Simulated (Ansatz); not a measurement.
Data:

BaF2:
```
CELL_PARAMETERS angstrom
      0.00000     3.12314     3.12314
      3.12314     0.00000     3.12314
      3.12314     3.12314     0.00000
ATOMIC_POSITIONS crystal
  Ba 0.00000 0.00000 0.00000
  F  0.25000 0.25000 0.25000
  F  0.75000 0.75000 0.75000
```

This is the PBE-relaxed structure.

Question: All from DFT-PBE in the program Ansatz with PAW potentials, unless another level is named. Give the electron effective mass.

Answer: 0.49 mₑ (isotropic).

Question: Next, the band gap?

Answer: 6.73 eV (indirect).

Question: Predict the valence-band maximum.

Answer: on the K–Γ line, 39 % of the way from K.

Question: And the weight of the valence-edge state by species (Voronoi cells)?

Answer: F 96 %, Ba 4 %.

Space group Fm-3m (fluorite). Symmetry was held in the PBE relaxation. Scalar-relativistic: spin–orbit coupling is off unless named, which matters more the heavier the elements.

Potentials: the later of the program's two PAW sets.
